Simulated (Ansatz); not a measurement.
**MgB2: calculated against measured nuclear parameters**

Cell of run 1: a structure deposited in the COD, whose atoms a relaxation with PBE at fixed cell left in place.

```cif
data_structure
_symmetry_space_group_name_H-M 'P 1'
_symmetry_Int_Tables_number 1
_cell_length_a 3.0850
_cell_length_b 3.0850
_cell_length_c 3.5230
_cell_angle_alpha 90.000
_cell_angle_beta 90.000
_cell_angle_gamma 120.000
_cell_volume 29.04
loop_
_atom_site_label
_atom_site_type_symbol
_atom_site_fract_x
_atom_site_fract_y
_atom_site_fract_z
_atom_site_occupancy
Mg1 Mg 0.00000 0.00000 0.00000 1
B2 B 0.33333 0.66667 0.50000 1
B3 B 0.66667 0.33333 0.50000 1
```

Sites (sets of like atoms) are named by element and the number of their first atom in this list.

All runs are DFT with Ansatz 0.2.0 (plane waves and PAW, scalar-relativistic unless spin–orbit coupling is named, Γ-centred meshes, Fermi–Dirac smearing) in this cell.

Run 1: PBE, atoms relaxed; 420 eV, 17×17×13 k-points, smearing 0.05 eV.
Run 2: r2SCAN, at the relaxed atoms; 500 eV, 17×17×13 k-points, smearing 0.05 eV.
Run 3: LDA, at the relaxed atoms; 420 eV, 17×17×13 k-points, smearing 0.05 eV.

11B: I = 3/2, Q = 40.59 mb (Pyykkö 2018). C_Q = eQV_zz/h. ν_Q = 3|C_Q|/[2I(2I − 1)].

Task: Give ν_Q of 11B for each run, and set them against experiment.

Result: 

| quantity | unit | measured | run 1 | run 2 | run 3 |
| --- | --- | --- | --- | --- | --- |
| ν_Q of 11B | MHz | 0.86 | 0.827 | 0.809 | 0.852 |

For the ν_Q of 11B, the closest is run 3 (-1 %), the farthest run 2 (-6 %).

**Where the measured values come from.**

“Doping-induced superconductivity of ZrB2 and HfB2”, 2017, arxiv:1703.03253 quotes, for a powder: ν_Q of 11B about 860 kHz. On the ν_Q of 11B: literature value; quadrupole splitting nu_Q, not the coupling constant C_Q.

The runs hold the atoms at rest, while the measurements include thermal motion.

In runs 1, 2, 3 there is no gap above 0.1 eV, so the gradients can move by 10 % or more with the k-mesh. The cell isn't the equilibrium one in run 3 (calculated pressure -8 GPa), and the entry's cell may itself be off.
